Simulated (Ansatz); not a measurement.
**AlN: how the settings move a single-point run**

Aim: see which settings change the result for AlN, by how much, and at what cost. The cell is built on a prototype (CsCl type) and needn't be the phase found in nature.

Computed with Ansatz 0.2.0 (reference: DFT, PBEsol, plane waves, PAW, unless a step's input says otherwise).

6 further runs of the same task are left out: 1 for a known fault of the program, 5 that didn't finish.

## (1) Starting point

Symmetry: Pm-3m, No. 221, cubic system. Conventional cell: a = 2.585 Å, b = 2.585 Å, c = 2.585 Å, α = 90.00°, β = 90.00°, γ = 90.00°. Al (site symmetry m-3m) is surrounded by 8 N at 2.24 Å. N (site symmetry m-3m) has 8 Al at 2.24 Å as nearest neighbours.

Coordinates:

```xyz
2
Lattice="2.5855 0.0000 0.0000 0.0000 2.5855 0.0000 0.0000 0.0000 2.5855" Properties=species:S:1:pos:R:3 pbc="T T T"
Al    0.0000    0.0000    0.0000
N     1.2927    1.2927    1.2927
```

## (2) Baseline

File input.yaml:

```yaml
crystal:
  lattice:
    - [2.5854596279, 0.0, 0.0]
    - [0.0, 2.5854596279, 0.0]
    - [0.0, 0.0, 2.5854596279]
  atoms:
    - { symbol: Al, position: [0.0, 0.0, 0.0] }
    - { symbol: "N", position: [0.5, 0.5, 0.5] }
kpoints:
  mp_grid: { grid: [6, 6, 6] }
hamiltonian:
  xc: pbesol
scf:
  occupations: { method: fermi_dirac, width: 0.02 }
  n_extra_bands: 4
output:
  forces: true
  stress: true
  eigenvalues: true
  write_density: true
  write_potential: true
  elf: true
  volumetric_format: npy
```

On the command line:

```console
ansatz run input.yaml --threads 4 --pin off --max-ram 3686MiB --backend cpu --events-out ev --progress --plain --runs-dir out
```

## (3) Changed: ecutrho_ratio 8

Changes to input.yaml since step 2:

```diff
@@ -15,2 +15,3 @@
   n_extra_bands: 4
+  max_iter: 100
 output:
@@ -19,5 +20,3 @@
   eigenvalues: true
-  write_density: true
-  write_potential: true
-  elf: true
-  volumetric_format: npy
+basis:
+  ecutrho_ratio: 8
```

## (4) Variant: mixing.ndim 1

Changes to input.yaml since step 2:

```diff
@@ -15,2 +15,4 @@
   n_extra_bands: 4
+  mixing: { ndim: 1 }
+  max_iter: 81
 output:
@@ -19,5 +21 @@
   eigenvalues: true
-  write_density: true
-  write_potential: true
-  elf: true
-  volumetric_format: npy
```

What does the calculation give? Wanted: for each run, ending; energy change; pressure; gap; force.

As calculated:

| run | ending | energy change | pressure (GPa) | gap (eV) | force (eV/Å) | cycles | time |
| --- | --- | --- | --- | --- | --- | --- | --- |
| reference | converged | 0 | 1.0 | 0.00 | 0.00 | 6 | 0.24 s |
| 1: ecutrho_ratio 8 | converged | 0.0 meV/atom | 1.0 | 0.00 | 0.00 | 6 | 0.23 s |
| 2: mixing.ndim 1 | converged | 0.0 meV/atom | 1.0 | 0.00 | 0.00 | 17 | 0.26 s |

Times don't compare one to one where runs were asked for different outputs or read a saved state (see the inputs); cycles may leave out searches for a lower state.

Residual by cycle in the longest SCF loop of each run; runs are numbered as in the table. The quantity is the density residual dr2, in eV.

| cycle | reference | run 1 | run 2 |
| --- | --- | --- | --- |
| 1 | 0.0138 | 0.0138 | 0.0138 |
| 2 | 0.0032 | 0.0032 | 0.0032 |
| 4 | 3.2e-8 | 4.8e-8 | 2.5e-4 |
| 5 | 2.2e-9 | 2.0e-9 | 8.6e-5 |
| 7 | - | - | 1.2e-5 |
| 8 | - | - | 4.4e-6 |
| 10 | - | - | 6.7e-7 |
| 11 | - | - | 2.6e-7 |
| 13 | - | - | 4.0e-8 |
| 14 | - | - | 1.6e-8 |
| 16 | - | - | 2.4e-9 |
| 17 | - | - | 9.6e-10 |

What this shows: Of the converged runs whose energies compare with the reference's, none moves it noticeably. Semilocal functionals close small gaps, so the missing gap need not be the real solid's.
